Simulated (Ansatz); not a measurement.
# TiSi2 (P6/mmm) in Ansatz: further runs

Aim: see how the results for TiSi2 move with the level of theory and the settings. Levels: LDA, LDA+U. Tasks: projected density of states.

Everything below comes from runs of Ansatz 0.2.0. Logs are shortened: lines on timing, memory, paths and dates and some standing lists are left out, and cuts for length are marked.

**1. The structure**

The structure is hexagonal, space group P6/mmm (No. 191). The conventional cell has a = 4.375 Å, b = 4.375 Å, c = 2.561 Å, α = 90.00°, β = 90.00°, γ = 120.00°. Ti (site symmetry 6/mmm) has 2 Ti at 2.56 Å and 12 Si at 2.83 Å as nearest neighbours. Around Si (site symmetry -6m2) lie 5 Si at 2.53 to 2.56 Å and 6 Ti at 2.83 Å.

The cell was built by a generator and needn't be a form met in nature.

**2. Projected density of states, LDA**

Contents of input.yaml:

```yaml
crystal:
  lattice:
    - [4.37464, 0.0, 0.0]
    - [-2.18732, 3.78855, 0.0]
    - [0.0, 0.0, 2.56101]
  atoms:
    - { symbol: Ti, position: [0.0, 0.0, 0.0] }
    - { symbol: Si, position: [0.33333, 0.66667, 0.5] }
    - { symbol: Si, position: [0.66667, 0.33333, 0.5] }
hamiltonian:
  xc: lda
  pseudopotentials: { kind: paw }
kpoints:
  mp_grid: { grid: [7, 7, 10] }
scf:
  occupations: { method: fermi_dirac, width: 0.05 }
  n_extra_bands: 7
output:
  forces: true
  stress: true
  eigenvalues: true
  dos: { projected: true, de: 0.05, nscf_kmesh: { grid: [11, 11, 15] } }
  write_density: true
  write_potential: true
  elf: true
  volumetric_format: npy
```

Potentials or basis: Ansatz PAW.

Run with:

```bash
$ ansatz run input.yaml --threads 2 --pin off --max-ram 5632MiB --backend cpu --events-out ev --progress --plain --runs-dir out
```

Standard output:

```text
Warning: the atoms were moved onto the symmetric positions of the space group found under crystal.symmetry.tolerance 1.0e-5 (fractional; no operation is sought that the atoms, as they stand in a round, miss by more than twice it, and no atom is moved by as much as it), and the run uses the moved positions. Before a round's move an operation carried an atom to 4.37e-5 Å from where it should land, the largest such distance. Atom 1 (counting from 0) moved farthest, by 2.53e-5 Å; the longest move in fractions of the cell, of whichever atom, is 0.47 of the tolerance, in 1 round. To run the atoms as typed, lower crystal.symmetry.tolerance until the operations that they miss are no longer found, or set crystal.symmetry.detect: false (a key that needs symmetry detection or time reversal refuses this as the deck is read). The positions used, in the order of the run's atom list: position: [0.0, 0.0, 0.0]; position: [0.3333333333333333, 0.6666666666666666, 0.5]; position: [0.6666666666666666, 0.3333333333333333, 0.5]; The lattice was moved too: crystal.lattice keeps the space group found at crystal.symmetry.tolerance 1.0e-5 only nearly: the operation that it misses by the most changes a squared length by the fraction 2.87e-7. The run uses the lattice that is a stretch of the typed one, with no rotation, onto the one that keeps every operation to a double's rounding (on a very oblique basis the stretch itself rounds by more); the deck's lattice vector that moved farthest moved by 3.62e-7 Å. To run the lattice as typed, set crystal.symmetry.tolerance under 2.86e-7, the least fraction by which an operation that the lattice misses changes a squared length (the same key also sets how far an atom may lie from its image, so lowering it can lose operations that the atoms keep only within it), or set crystal.symmetry.detect: false, as for the atoms. crystal.lattice made exact, in Å and degrees: [[4.374640362338372, 0.0, 0.0], [-2.187320181169186, 3.7885496862057915, 0.0], [0.0, 0.0, 2.56101]]. Pasted over the deck's crystal.lattice, beside positions in fractional coordinates, it runs the same cell (given as lengths and angles, that cell in the form's own orientation, a rigid turn of the misfit's size from the one run here, for which a checkpoint.post_process_only pass over this run's state can be refused: where this run relaxes nothing, give such a pass this deck's own crystal.lattice, as typed; behind a relaxation, as crystal.lattice, the state's own cell, identity.cell in its checkpoint.json), and a matrix so pasted ends this notice, except on a very skew basis of the lattice, where the rounding of the pasted numbers themselves can read as a misfit: the cell is then moved again, and that move is told again. The lattice as run is in this notice's lattice.as_run_ang field (Run.prep()["deck_notices"] in Python, the deck_notice line of an events file, deck_notices of ansatz run --dry-run=json, or deck_notices in record.json in the deck's checkpoint.write directory).
Warning: RAYON_NUM_THREADS=2 ignored (pool sized by the plan → 2); use --threads N
scf.n_extra_bands = 7 over 10 filled bands (N_el = 20.0): the run solves 17 bands
Engine: ansatz 0.2.0, aarch64-unknown-linux-gnu
Pseudopotentials: kind: paw
Pseudopotential: Ti, paw, valence charge 12, recommended cutoff 420 eV (normal), Ti.paw.azcp
Pseudopotential: Si, paw, valence charge 4, recommended cutoff 420 eV (normal), Si.paw.azcp
Functional definition: SPW92
  exchange = slater_x
  correlation = pw_c
Crystal: 3 atoms, lattice volume = 42.445 Å³
Basis set: ecut = 420 eV, 855 PW (Γ)
Bands: 17, of which v1, the nominal top of the filled ones, is band 10 counted from 1 (9 counted from 0)
Symmetry: 24 space group operations
Space group: P6/mmm (ITA 191), of the structure as read, at distance tolerance 3.5e-5 Å
k-points: 48 of 490
Non-local potential: Ti, projectors of the file, l = 0: 3, l = 1: 2, l = 2: 3, l = 3: 1
Non-local potential: Si, projectors of the file, l = 0: 2, l = 1: 2, l = 2: 2
PAW form: soft (Blöchl's): semilocal exchange-correlation on the pseudo side does not see the compensation charge
PAW frozen core: Ti, regenerated for the run's functional, and the local potential with it (the file was generated under x = pbe(κ = 0.804, μ = 0.2195149727645171), c = pbe(β = 0.06672455060314922))
PAW frozen core: Si, regenerated for the run's functional, and the local potential with it (the file was generated under x = pbe(κ = 0.804, μ = 0.2195149727645171), c = pbe(β = 0.06672455060314922))
PAW one-centre angular grid: Ti, 590 points (default); XC on 64 Gauss nodes
PAW one-centre angular grid: Si, 110 points (default); XC on 64 Gauss nodes
Initial density: superposition of atomic densities (neutral atoms: chi_scale 0, normalization atom), corrected by the library's trained network
Initial wavefunctions: pseudopotential atomic-orbital guess
Functional: x = slater, c = lda
SCF iter   1: F=—  HF=-3668.612642 eV  |F-HF|=—  |Δ(HF+E_count)|=         —  Δρ=8.42e-3  dr2=4.93e-2  ethr=1.77e-3  ⟨swp⟩=5.2  Hψ=4427  notcnv=0  defer=3
preconditioner: auto → none  [metal: Δε(μ)=0.041 eV  Ē_g=7.908 eV  σ=0.050 eV  W_gap=0.20  n_scr=6 (ndim 8)  ℏωp=19.7 eV  f_vac=0.000  D(μ)=2.14/eV (n_scr^D=26)  sad-step TF]
SCF iter   2: F=—  HF=-3668.609246 eV  |F-HF|=—  |Δ(HF+E_count)|=   3.40e-3  Δρ=6.27e-3  dr2=3.19e-2  ethr=2.46e-4  ⟨swp⟩=1.0  Hψ=1202  notcnv=0  defer=7
SCF iter   3: F=—  HF=-3668.604305 eV  |F-HF|=—  |Δ(HF+E_count)|=   4.94e-3  Δρ=1.27e-3  dr2=9.35e-4  ethr=1.60e-4  ⟨swp⟩=2.0  Hψ=986  notcnv=0  defer=7
SCF iter   4: F=—  HF=-3668.604169 eV  |F-HF|=—  |Δ(HF+E_count)|=   1.37e-4  Δρ=1.67e-4  dr2=8.19e-6  ethr=4.67e-6  ⟨swp⟩=1.8  Hψ=837  notcnv=0  defer=7
SCF iter   5: F=—  HF=-3668.604168 eV  |F-HF|=—  |Δ(HF+E_count)|=   5.53e-7  Δρ=3.71e-5  dr2=9.57e-7  ethr=4.10e-8  ⟨swp⟩=2.2  Hψ=1205  notcnv=0  defer=8
SCF iter   6: F=-3668.604168 eV  HF=-3668.604168 eV  |F-HF|=1.66e-8  |Δ(HF+E_count)|=   2.03e-7  Δρ=4.57e-6  dr2=2.04e-8  ethr=5.00e-10  ⟨swp⟩=8.5  Hψ=4947  notcnv=0
SCF 1 converged in 6 iterations: F = -3668.604168 eV  dr2 = 2.04e-8
NSCF: frozen V_eff on 128 k-points
SCF converged after 6 iterations
Free energy (F): -3668.604168 eV
Harris-Foulkes:  -3668.604168 eV  (|F-HF|=1.66e-8)
Internal energy: -3668.587286 eV  (E = F + TS)
E sigma→0 (E₀):  -3668.595727 eV
Entropy (-TS):   -0.016882 eV (-5.627 meV/atom)
Fermi energy:    12.731887 eV
--- Per-component energies (eV) ---
  E_band       = -109.492924
  E_kinetic    = 360.282659
  E_local      = -1060.799450  (includes V_loc(G=0)·N_el)
  E_nonlocal   = 65.156243
  E_hartree    = 462.344886
  E_xc         = -209.718837
  E_vxc        = -220.480290  (∫ρ·V_xc dr)
  E_paw        = -1971.691547  (= ΣΔE_a)
  E_vpaw       = -178.338481  (= ΣTr[D̂ρ^β])
  E_aug_tail   = 0.000111  (compensation charges beyond the density's cutoff)
  E_ewald      = -1314.655962
  E_core_change = 0.494612  (= ΣΔE_core)
  E_smearing   = -0.016882  (= −TS)
  E_closure    = -0.000000  (closes the sum)
  Σ components = -3668.604168   (vs F -3668.604168, Δ=0.00e0)
--- Forces (eV/Å), atoms counted from 1 ---
  atom   1  Ti     0.00000000     0.00000000     0.00000000
  atom   2  Si     0.00000000    -0.00000000     0.00000000
  atom   3  Si     0.00000000     0.00000000    -0.00000000
  max |Σ_I F_I| component: 1.11e-16 eV/Å
--- Stress (GPa, compression-positive) ---
       -6.523049       0.000000      -0.000000
        0.000000      -6.523049      -0.000000
       -0.000000      -0.000000      -8.228676
  P = ⅓ Tr σ = -7.0916 GPa (-70.916 kbar)
--- Band table (eV; the first three rows and the last of 48) ---
  k-point 0: bands = ["-43.3934", "-20.0185", "-20.0185", "-19.3726", "-0.3868", "7.5505", "7.5505", "7.6383", "11.0851", "11.8289", "11.8289", "15.5599", "15.5599", "16.0998", "16.0998", "18.4551", "19.7656"]
  k-point 1: bands = ["-43.3771", "-20.0047", "-20.0047", "-19.4823", "-0.1616", "7.7471", "7.7471", "7.8504", "11.3549", "11.7053", "11.7053", "15.6785", "15.6785", "16.0487", "16.0487", "17.1792", "18.7812"]
  k-point 2: bands = ["-43.3342", "-19.9684", "-19.9684", "-19.7639", "0.5057", "8.3332", "8.3332", "8.4808", "11.3631", "11.3631", "11.5144", "14.9986", "15.8125", "15.8125", "16.1043", "16.1043", "19.0626"]
  k-point 47: bands = ["-43.2195", "-20.4628", "-19.8791", "-19.8770", "5.5770", "6.5053", "7.6667", "8.3524", "9.7189", "12.5597", "13.0369", "14.0442", "14.1051", "14.6579", "17.4365", "18.3774", "18.7093"]
```

dos.tsv:

```text
# E-E_F[eV]	g_bin_mean(E)[states/eV]	N(E)
# format = ansatz-dos/2
# fermi_ev = 12.761371
# fermi_mp_grid = 11 11 15
# fermi_mp_shift = 0 0 0
# nscf_kmesh_grid = 11 11 15
# nscf_kmesh_shift = 0 0 0
# tetrahedron_fermi_ev = 12.765665
# g_bin_mean(E): the states in a bin one row spacing wide, centred on E, divided by that spacing. States that the method places at a single energy (under output.dos.method: tetrahedron, those of a tetrahedron whose four corners have one energy) are counted whole in the row whose bin holds that energy (on the edge of two bins, in the lower row). The sum of g_bin_mean over a run of rows, times the row spacing, is the number of states from half a spacing under the first of them to half a spacing over the last (a plain sum, not the trapezoid rule).
-56.654740	0.000000e0	0.000000e0
-56.604740	0.000000e0	0.000000e0
-56.554740	0.000000e0	0.000000e0
-56.504740	0.000000e0	0.000000e0
-56.454740	0.000000e0	0.000000e0
-56.404740	0.000000e0	0.000000e0
[... 1321 lines left out ...]
9.695260	0.000000e0	3.400000e1
9.745260	0.000000e0	3.400000e1
```

rho_z.tsv:

```text
# z_ang	rho[e/angstrom^3]
# format = ansatz-planar-average/11
# lattice	4.374640362	0.000000000	0.000000000
# lattice	-2.187320181	3.788549686	0.000000000
# lattice	0.000000000	0.000000000	2.561010000
# sites	3
# site	22	0.000000000	0.000000000	0.000000000
# site	14	0.000000000	2.525699791	1.280505000
# site	14	2.187320181	1.262849895	1.280505000
0.000000	8.055604e-1
0.142278	7.681027e-1
0.284557	6.669459e-1
0.426835	5.363330e-1
0.569113	4.215883e-1
0.711392	3.505614e-1
0.853670	3.203422e-1
0.995948	3.112080e-1
1.138227	3.087340e-1
1.280505	3.083712e-1
1.422783	3.087340e-1
1.565062	3.112080e-1
1.707340	3.203422e-1
1.849618	3.505614e-1
1.991897	4.215883e-1
2.134175	5.363330e-1
2.276453	6.669459e-1
2.418732	7.681027e-1
```

Run time: 3.5 s. Hardware: 2 threads of Arm Neoverse V1, shared host; peak memory 0.35 GiB.

Results:

- Free energy: -3668.6042 eV
- Pressure: -7.1 GPa
- Band gap on the k mesh: none (metal or under the smearing width)
- Density of states at the Fermi level: 2.23 states/eV per cell

Levels at points of the mesh, in eV from the Fermi level:
```csv
k point,band 6,band 7,band 8,band 9,band 10,band 11,band 12,band 13,band 14,band 15
"(0.00, 0.00, 0.00)",-5.18,-5.18,-5.09,-1.65,-0.90,-0.90,2.83,2.83,3.37,3.37
"(0.00, 0.00, -0.50)",-6.99,-2.30,-2.30,-0.81,-0.81,-0.81,-0.28,-0.28,1.25,4.44
```

States per cell in windows of 0.5 eV (zero at the Fermi level; states under -8 eV left out):
```
from (eV)  total  Ti 3d  Si 3p  Si 3s  Ti 4s
     -8.0   0.29   0.04   0.11   0.14   0.00
     -7.5   0.20   0.02   0.09   0.08   0.00
     -7.0   0.26   0.02   0.14   0.08   0.01
     -6.5   0.38   0.03   0.23   0.08   0.02
     -6.0   0.46   0.04   0.32   0.07   0.02
     -5.5   0.61   0.06   0.48   0.04   0.02
     -5.0   0.53   0.07   0.39   0.04   0.01
     -4.5   0.54   0.10   0.38   0.04   0.01
     -4.0   0.45   0.11   0.27   0.05   0.02
     -3.5   0.79   0.18   0.48   0.08   0.03
     -3.0   0.74   0.20   0.40   0.08   0.04
     -2.5   0.76   0.28   0.37   0.06   0.03
     -2.0   0.61   0.25   0.27   0.04   0.02
     -1.5   0.70   0.36   0.27   0.03   0.01
     -1.0   1.23   0.80   0.32   0.05   0.01
     -0.5   0.85   0.50   0.16   0.09   0.04
      0.0   0.82   0.46   0.15   0.10   0.04
      0.5   0.87   0.56   0.16   0.08   0.02
      1.0   1.15   0.73   0.20   0.10   0.03
      1.5   1.41   0.97   0.25   0.10   0.01
      2.0   1.65   1.15   0.25   0.14   0.03
      2.5   1.32   0.87   0.22   0.12   0.04
      3.0   1.26   0.54   0.34   0.13   0.10
      3.5   1.15   0.39   0.39   0.10   0.07
      4.0   0.76   0.19   0.27   0.06   0.04
      4.5   0.73   0.14   0.26   0.05   0.05
      5.0   0.59   0.10   0.22   0.06   0.02
      5.5   0.67   0.10   0.26   0.06   0.04
      6.0   0.65   0.07   0.28   0.06   0.05
      6.5   0.36   0.03   0.17   0.03   0.03
      7.0   0.17   0.01   0.09   0.02   0.02
      7.5   0.21   0.01   0.11   0.02   0.01
```

Caveat: the PAW data sets come from PBE, with cores solved anew for the run's functional, which leaves a small shift of forces and pressure; the density of states is complete only up to the lowest level of the last band computed.

**3. Projected density of states, LDA+U**

input.yaml, as its differences from that of step 2:

```diff
@@ -12,2 +12,3 @@
   pseudopotentials: { kind: paw }
+  hubbard: { sites: [{ species: Ti, l: d, u_eff: 1.0 }] }
 kpoints:
@@ -22,5 +23 @@
   dos: { projected: true, de: 0.05, nscf_kmesh: { grid: [11, 11, 15] } }
-  write_density: true
-  write_potential: true
-  elf: true
-  volumetric_format: npy
```

Potentials or basis: Ansatz PAW.

Run with:

```bash
$ ansatz run input.yaml --threads 2 --pin off --max-ram 5632MiB --backend cpu --events-out ev --progress --plain --runs-dir out
```

It took 4.6 s on 2 threads of Arm Neoverse V1, shared host; peak memory 0.34 GiB.

It converged, with:

```yaml
Free_energy: -3667.5394 eV
Pressure: -6.3 GPa
Band_gap_on_the_k_mesh: none (metal or under the smearing width)
Density_of_states_at_the_Fermi_level: 2.20 states/eV per cell
```

Stress tensor (GPa, compression positive):
```
-5.60  0.00  0.00
 0.00 -5.60  0.00
 0.00  0.00 -7.70
```

Levels at points of the mesh, in eV from the Fermi level:
```csv
k point,band 8,band 9,band 10,band 11,band 12,band 13
"(0.00, 0.00, 0.00)",-5.11,-1.70,-0.95,-0.95,2.90,2.90
"(0.00, 0.00, -0.50)",-2.22,-0.83,-0.83,-0.83,-0.22,-0.22
```

States per cell in windows of 1 eV (zero at the Fermi level; states under -8 eV left out):
| from (eV) | total | Ti 3d | Si 3p | Si 3s | Ti 4s |
| --- | --- | --- | --- | --- | --- |
| -8.0 | 0.50 | 0.06 | 0.20 | 0.23 | 0.00 |
| -7.0 | 0.63 | 0.05 | 0.37 | 0.15 | 0.03 |
| -6.0 | 1.06 | 0.09 | 0.79 | 0.11 | 0.04 |
| -5.0 | 1.06 | 0.16 | 0.77 | 0.08 | 0.03 |
| -4.0 | 1.22 | 0.27 | 0.75 | 0.12 | 0.04 |
| -3.0 | 1.51 | 0.47 | 0.78 | 0.14 | 0.07 |
| -2.0 | 1.30 | 0.60 | 0.54 | 0.07 | 0.03 |
| -1.0 | 2.06 | 1.29 | 0.49 | 0.13 | 0.04 |
| 0.0 | 1.70 | 1.02 | 0.31 | 0.18 | 0.06 |
| 1.0 | 2.48 | 1.64 | 0.44 | 0.19 | 0.04 |
| 2.0 | 3.06 | 2.11 | 0.47 | 0.26 | 0.06 |
| 3.0 | 2.44 | 0.96 | 0.72 | 0.24 | 0.17 |
| 4.0 | 1.50 | 0.34 | 0.54 | 0.11 | 0.08 |
| 5.0 | 1.26 | 0.20 | 0.48 | 0.12 | 0.06 |
| 6.0 | 1.01 | 0.10 | 0.44 | 0.09 | 0.08 |
| 7.0 | 0.37 | 0.02 | 0.20 | 0.03 | 0.03 |

Eigenvalues of the final occupation matrices:
```tsv
site	spin	trace	eigenvalues
site 1	1	1.56	0.27 0.27 0.31 0.31 0.42
```

Caveat: U without spin polarisation on a metal has little footing; the PAW data sets come from PBE, with cores solved anew for the run's functional, which leaves a small shift of forces and pressure; the U is typed as a test and isn't derived for this compound; the density of states is complete only up to the lowest level of the last band computed.

[end of part 1 of 3]
